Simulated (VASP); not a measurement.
A run of VASP 6.6.1 is set up as follows.

Contents of INCAR:

```
SYSTEM = GaSb
ALGO     = Normal         ! electronic algorithm
EDIFF    = 1E-7           ! SCF threshold, eV
ENCUT    = 520            ! plane-wave cutoff, eV
GGA      = RE             ! functional
ISIF     = 2              ! what is computed and relaxed
ISMEAR   = -1             ! smearing method
IVDW     = 12             ! dispersion correction
LASPH    = .True.         ! aspherical terms in the spheres
LCHARG   = .True.         ! write CHGCAR
LELF     = .True.         ! ELF
LREAL    = .False.        ! projectors in reciprocal space
LVHAR    = .True.       
LWAVE    = .False.        ! write WAVECAR
NBANDS   = 16             ! bands
NELM     = 100            ! most SCF steps
PREC     = Accurate       ! precision mode
SIGMA    = 0.05           ! smearing width, eV
```

File KPOINTS:

```
k-points
0
Gamma
  8 8 8
  0 0 0
```

POSCAR

```
GaSb
1.0
    0.0000000000      3.1189956238      3.1189956238
    3.1189956238      0.0000000000      3.1189956238
    3.1189956238      3.1189956238      0.0000000000
Sb Ga
1 1
Direct
    0.7500000000      0.7500000000      0.7500000000
    0.0000000000      0.0000000000      0.0000000000
```

Potentials or basis: VASP PAW PBE potentials, release 64 (Sb, Ga_d).

Launch:

```sh
$ cat potpaw_PBE.64/Sb/POTCAR potpaw_PBE.64/Ga_d/POTCAR > POTCAR
$ mpirun -np 1 vasp_std > vasp.out
```

**Question.** Estimate the pressure.

**Answer.** -2.9 GPa.

**Question.** Predict the band gap on the k mesh.

**Answer.** Zero (filled and empty bands touch).

**Question.** Estimate the dispersion energy per atom.

**Answer.** -0.588 eV.

Caveat: the PAW data sets were made with another functional, which shifts forces and pressure a little; spin-orbit coupling is left out, which moves the levels of the heavy elements; pairwise dispersion overbinds metals, which lowers pressure and volume.

**Measured values to compare with.**

A printed reference work, data compilation reports, for a bulk crystal of GaSb at 4.2 K: band gap 0.811 eV (direct).

Against the measured gap of GaSb, 0.811 eV (direct; 4.2 K; a printed reference work, data compilation), the calculated 0.00 eV is off by -0.81 eV. Spin-orbit coupling on Ga, Sb is left out. The value is that of revPBE+D3(BJ) on a finite k mesh, which can miss the band edges, without temperature or zero-point motion. Semilocal functionals fall short of measured gaps as a rule.
